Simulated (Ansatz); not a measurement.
Ge: start and end of a relaxation

Recipe of this trial structure of Ge: 4-connected net of one element (P4_2/m, No. 84). Its size is a rough estimate.

start.xyz

```xyz
6
Lattice="4.1235 0.0000 0.0000 0.0000 4.1235 0.0000 0.0000 0.0000 6.5984" Properties=species:S:1:pos:R:3 pbc="T T T"
Ge    0.0000    0.0000    1.6496
Ge    0.0000    0.0000    4.9488
Ge    2.7079    0.9765    3.2992
Ge    1.4157    3.1470    3.2992
Ge    3.1470    2.7079    0.0000
Ge    0.9765    1.4157    0.0000
```

The calculation used DFT PBE, scalar-relativistic, plane waves, PAW in Ansatz 0.2.0. Cutoff 420 eV, Gaussian smearing, Γ-centred meshes. Cell and atoms relax first on a coarse mesh and then on a finer one. In between, the cell is made exact in the group found at 0.06 Å. In metals the finer mesh still leaves noise of several meV/atom or more. The steps can't lower the symmetry of their start. No spin polarisation.

end.xyz

```xyz
6
Lattice="4.2218 0.0000 0.0000 0.0000 4.2218 0.0000 0.0000 0.0000 7.4257" Properties=species:S:1:pos:R:3 pbc="T T T"
Ge    0.0000    0.0000    1.8564
Ge    0.0000    0.0000    5.5693
Ge    2.8468    1.0396    3.7128
Ge    1.3750    3.1822    3.7128
Ge    3.1822    2.8468    0.0000
Ge    1.0396    1.3750    0.0000
```

The symmetry stays P4_2/m (No. 84). The volume per atom grows by 18.0 %, from 18.7 to 22.1 Å³. The shortest distance goes from 2.34 Å (Ge–Ge) to 2.53 Å (Ge–Ge). The energy falls by about 0.20 eV/atom (the start's value is from the coarse mesh).

```
Volume per atom                            : 22.06 Å³
Density                                    : 5.47 g/cm³
Energy over the standard state             : +0.22 eV/atom
Gap on the 10×10×6 mesh of the 6-atom cell : 0 eV (a metal)
```

Energies count from the standard state of Ge at the same level. So it is a metastable form at best.

The last run used Gaussian smearing of 0.10 eV. The zero gap may come from the functional, which often closes small gaps. A structure relaxed within its symmetry needn't be a true minimum. In all, the 3 runs took 8.7 min on 1 thread of Intel(R) Xeon(R) Processor @ 2.50GHz (Skylake/Cascade Lake), on a shared host. Another cell of Ge relaxed alike, in P6_3/mmc, lies 218 meV/atom lower, so this cell isn't the stable form at this level.
